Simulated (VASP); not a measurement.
# BN in VASP: further runs, part 2 of 2

VASP 6.6.1. Earlier steps stand in the parts before.

## Step 4: Single point, PBE+D3(BJ)

This run uses another cell than the first one, of 63.93 Å³/atom, 0.948 times its volume.

Input file INCAR:

```
ALGO = Fast ; DIPOL = 0.5 0.5 0.500
EDIFF = 1E-7 ; ENCUT = 520
GGA = PE ; IDIPOL = 3
ISIF = 2 ; ISMEAR = 0
IVDW = 12 ; LASPH = T
LCHARG = F ; LDIPOL = T
LREAL = F ; LWAVE = F
NBANDS = 11 ; NELM = 80
PREC = Accurate ; SIGMA = 0.02
```

Input file KPOINTS:

```
k-points
0
Gamma
  12 12 1
```

Input file POSCAR:

```
BN
1.0
    2.3830000000      0.0000000000      0.0000000000
   -1.1915000000      2.0637385372      0.0000000000
    0.0000000000      0.0000000000     26.0000000000
B N
1 1
Direct
    0.0000000000      0.0000000000      0.5192307692
    0.6666666667      0.3333333333      0.4807692308
```

Potentials or basis: VASP PAW PBE potentials, release 64 (B, N).

Command:

```
> cat potpaw_PBE.64/B/POTCAR potpaw_PBE.64/N/POTCAR > POTCAR
> mpirun -np 1 vasp_std > vasp.out
```

OUTCAR:

```text
EDIFF = 1E-7
   ENCUT = 520
   GGA = PE
   ISIF = 2
   ISMEAR = 0
   IVDW = 12
   LASPH = T
   LREAL = F
   NELM = 80
   PREC = Accurate
 IVDW          = 12

 ion  position               nearest neighbor table
   1  0.000  0.000  0.519-   2 1.70   2 1.70   2 1.70
   2  0.667  0.333  0.481-   1 1.70   1 1.70   1 1.70

  LATTYP: Found a hexagonal cell.
 ALAT       =     2.3830000000
 C/A-ratio  =    10.9106168695

  Lattice vectors:

 A1 = (   2.3830000000,   0.0000000000,   0.0000000000)
 A2 = (  -1.1915000000,   2.0637385372,   0.0000000000)
 A3 = (   0.0000000000,   0.0000000000,  26.0000000000)

Analysis of symmetry for initial positions (statically):
=====================================================================
 Subroutine PRICEL returns:
 Original cell was already a primitive cell.

 Routine SETGRP: Setting up the symmetry group for a
 hexagonal supercell.

 Subroutine GETGRP returns: Found  6 space group operations
 (whereof  6 operations were pure point group operations)
 out of a pool of 24 trial point group operations.

The static configuration has the point symmetry C_3v.

Analysis of symmetry for dynamics (positions and initial velocities):
=====================================================================
 Subroutine PRICEL returns:
 Original cell was already a primitive cell.

 Routine SETGRP: Setting up the symmetry group for a
 hexagonal supercell.

 Subroutine GETGRP returns: Found  6 space group operations
 (whereof  6 operations were pure point group operations)
 out of a pool of 24 trial point group operations.

The dynamic configuration has the point symmetry C_3v.

 Subroutine INISYM returns: Found  6 space group operations
 (whereof  6 operations are pure point group operations),
 and found     1 'primitive' translations

----------------------------------------------------------------------------------------

                                     Primitive cell

[... 118 lines left out ...]
  energy-cutoff  :      520.00
  volume of cell :      127.87
 maximum number of plane-waves:      3535
 NGX is ok and might be reduce to    18
   NGX =  9   NGY =  9   NGZ = 97

 number of electron       8.0000001 magnetization

 dipolmoment           0.000000      0.000000     -0.062872 electrons x Angstroem

 Free energy of the ion-electron system (eV)
  ---------------------------------------------------
  ext. energy  EPLUGINS =         0.00000000
  ---------------------------------------------------
  free energy    TOTEN  =       -11.50760637 eV

  energy without entropy =      -11.50711160  energy(sigma->0) =      -11.50735899

 E-fermi :  -4.6714     XC(G=0):  -2.0165

 val. band max:       -4.6978420226   @ k =   0.1667   0.1667   0.0000
 cond. band min:      -4.6531269013   @ k =   0.1667   0.0833   0.0000
 fundamental gap:      0.0447151213
 Fermi energy:        -4.6714025948

 k-point     1 :       0.0000    0.0000    0.0000
  band No.  band energies     occupation
      1     -23.0764      2.00000
      2     -12.4071      2.00000
      3      -6.3757      2.00000
      4      -3.0509      0.00000
      5      -3.0509      0.00000
      6      -0.3043      0.00000
      7       0.6357      0.00000
      8       1.5634      0.00000
      9       2.2254      0.00000
     10       2.8734      0.00000
     11       4.3226      0.00000
[... 239 lines left out ...]
 k-point    19 :       0.3333    0.3333    0.0000
  band No.  band energies     occupation
      1     -17.8915      2.00000
      2     -11.4034      2.00000
      3     -10.9424      2.00000
      4      -6.9735      2.00000
      5      -3.0446      0.00000
      6      -0.8906      0.00000
      7       2.7552      0.00000
      8       7.2602      0.00000
      9       9.8441      0.00000
     10      10.7200      0.00000
     11      12.8396      0.00000

------------------------ aborting loop because EDIFF is reached ----------------------------------------

 vacuum level on the upper side and lower side of the slab       (xc-potential included)        -1.162         1.124

 Edisp (eV)   -0.16551

 E8    (eV) :    -0.0529

  FORCE on cell =-STRESS in cart. coord.  units (eV):
  Direction    XX          YY          ZZ          XY          YZ          ZX
  --------------------------------------------------------------------------------------
  -------------------------------------------------------------------------------------
  Total      -0.47658    -0.47658    -6.50920     0.00000    -0.00000     0.00000
  in kB      -5.97164    -5.97164   -81.56171     0.00000    -0.00000     0.00000
  external pressure =      -31.17 kB  Pullay stress =        0.00 kB

 VOLUME and BASIS-vectors are now :
 -----------------------------------------------------------------------------
  energy-cutoff  :      520.00
  volume of cell :      127.87
      direct lattice vectors                 reciprocal lattice vectors
     2.383000000  0.000000000  0.000000000     0.419639110  0.242278753  0.000000000
    -1.191500000  2.063738537  0.000000000     0.000000000  0.484557507  0.000000000
     0.000000000  0.000000000 26.000000000     0.000000000  0.000000000  0.038461538

 POSITION                                       TOTAL-FORCE (eV/Angst)
 -----------------------------------------------------------------------------------
      0.00000      0.00000     13.50000         0.000000      0.000000     -6.493277
      1.19150      0.68791     12.50000        -0.000000     -0.000000      6.493277
 -----------------------------------------------------------------------------------
    total drift:                               -0.000000      0.000000      0.000034

  FREE ENERGIE OF THE ION-ELECTRON SYSTEM (eV)
  ---------------------------------------------------
  free  energy   TOTEN  =       -11.6731192123 eV

  energy  without entropy=      -11.6726244480  energy(sigma->0) =      -11.67287183

 vacuum level on the upper side and lower side of the slab         0.184         2.495
```

stdout:

```text
POSCAR found type information on POSCAR B N
 POSCAR found :  2 types and       2 ions
 scaLAPACK will be used
 LDA part: xc-table for (Slater+PW92), standard interpolation
 POSCAR, INCAR and KPOINTS ok, starting setup
 FFT: planning ... GRIDC
 FFT: planning ... GRID_SOFT
 FFT: planning ... GRID
 WAVECAR not read
 entering main loop
```

It took 31 s on 1 thread of AMD EPYC 9R45 (Zen 5), shared host; peak memory 0.21 GiB.

What came out:

* Free energy: -11.6731 eV
* Largest force: 6.493 eV/Å
* Band gap on the k mesh: none (metal or under the smearing width)
* Dispersion energy per atom: -0.083 eV

Forces on the atoms (eV/Å):
```
B    0.000  0.000 -6.493
N    0.000  0.000  6.493
```
